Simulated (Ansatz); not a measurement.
## SnO₂: enthalpy against pressure

SnO₂, P4_2/mnm, a = 4.827 Å, c = 3.238 Å. Ansatz: PBE, PAW, 420 eV, Γ-centred 6×6×8 mesh on 6 atoms, Gaussian smearing 0.02 eV; no spin polarisation. Cell and atoms are relaxed at each pressure, and no other structure is tried, so the rows at high pressure may lie past a change of phase. y is the enthalpy over the state at zero pressure; there V0 = 12.576 Å³/atom. The pressures are the targets, met within 0.05 GPa.

```
P (GPa) y (eV/atom)
   -1.0      -0.0787
    0.0       0.0000
    1.0       0.0783
    4.0       0.3104
   12.0       0.9125
   25.0            ?
   50.0       3.5374
   90.0       6.0297
```

Q: Fit y = c1 P + c2 P² + c3 P³ to the other rows, say what c1 and c2 mean, and predict the missing value.

A: Least squares on the rows shown. y = 0.078117 P − 0.00017720 P² + 5.9598×10⁻⁷ P³. Since dH/dP = V, c1 is V0: 0.078117 eV/GPa × 160.2 = 12.514 Å³ against 12.576; c2 = −V0/(2B0) gives B0 = 220 GPa, where a Birch–Murnaghan fit to the volumes of the same runs (not shown) gives 170 GPa: a cubic over this range folds the higher terms into c2. At P = 25.0 the fit asked for gives 1.8515 eV/atom. The run gave 1.8482 eV/atom, so the fit is 0.0033 eV/atom too high, 0.054 % of the span of the series, against an rms of 0.0004 eV/atom on the fitted rows. With a term in P⁴ added, a fit to the same known rows predicts 1.8471 eV/atom, so most of the miss is curvature that the known rows already hold.

The mesh isn't the same in all rows (6×6×8, 6×6×10).